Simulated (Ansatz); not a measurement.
# Pt: relaxing cell and atoms and elastic constants, part 2 of 2

The task, for Pt: 2 runs in a chain (relaxing cell and atoms and elastic constants).

Ansatz 0.2.0; DFT PBE, scalar-relativistic, plane waves, PAW.

## 4. Summary of results

This closing draws on all 2 parts.

| step | volume (Å³/atom) | pressure (GPa) | energy (eV) | gap on the mesh (eV) | time |
| --- | --- | --- | --- | --- | --- |
| 2 | 15.64 | 0.0 | -12523.014 | 0.00 | 32 s |

```
                           quantity                                                                      value
relaxed cell, step 2 (conventional)  a = 3.970 Å, b = 3.970 Å, c = 3.970 Å, α = 90.00°, β = 90.00°, γ = 90.00°
        C11, C12, C44 (relaxed-ion)                                                           306, 219, 61 GPa
       B, G, E (Hill) (relaxed-ion)                                                           248, 54, 150 GPa
        Poisson ratio (relaxed-ion)                                                                       0.40
                  Debye temperature                                                                      217 K
```

The tensor is positive definite (least eigenvalue 61 GPa), so the crystal resists every homogeneous strain. B/G = 4.64 lies over 1.75, which by Pugh's rule of thumb suggests ductile behaviour; Young's modulus ranges from about 124 to 170 GPa with direction. Against the measured lattice constant a of Pt, 3.9239 Å (300 K; a printed reference work, textbook), the calculated 3.970 Å is off by +1.2 %. That is the cell relaxed with PBE, without thermal expansion or zero-point motion. Spin-orbit coupling is left out for Pt.
